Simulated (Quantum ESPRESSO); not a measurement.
**NbP under changes of volume**

One of the cells (16.103 Å³/atom); the others are scaled copies at fixed shape and fractional positions:

```
CELL_PARAMETERS angstrom
-1.67492 1.67492 5.74011
1.67492 -1.67492 5.74011
1.67492 1.67492 -5.74011
ATOMIC_POSITIONS crystal
Nb 0.24988 0.74988 0.50000
Nb 0.49988 0.49988 0.00000
P 0.83275 0.33275 0.50000
P 0.08275 0.08275 0.00000
```

The cell is a database's computed one.

| Quantity | Value |
| --- | --- |
| Program | Quantum ESPRESSO 7.5 |
| Functional | LDA |
| Potentials or basis | GBRV 1.5 LDA |
| Cutoff | 612 eV |
| Density cutoff | 4898 eV |
| k mesh | 11 × 11 × 11 |
| Occupations | fermi-dirac, width 0.05 eV |
| Spin | no spin polarisation |

```csv
volume (Å³/atom),energy over the lowest point (meV/atom),pressure (GPa),largest force (eV/Å)
15.137,1.01,2.6,0.039
15.459,0.00,-1.9,0.030
15.781,7.59,-5.9,0.022
16.103,22.88,-9.6,0.015
16.425,?,?,?
16.747,73.39,-15.7,0.002
17.069,107.24,-18.3,0.003
```

**Question.** What does the run at 16.425 Å³/atom give?

**Answer.** Energy over the lowest point 45.06 meV/atom; pressure -12.8 GPa; largest force 0.008 eV/Å.

Worked out: A Birch-Murnaghan fit of order 3 (a polynomial in V^(-2/3)) to the other rows has its minimum at 15.33 Å³/atom with B0 = V·E''(V) = 213 GPa and B' = 4.3 at fixed shape and positions, which overstates the stiffness. It gives 45.05 meV/atom at 16.425 Å³/atom, against the run's 45.06, and -dE/dV = -12.6 GPa, against -12.8.

Energies are extrapolated to zero smearing.
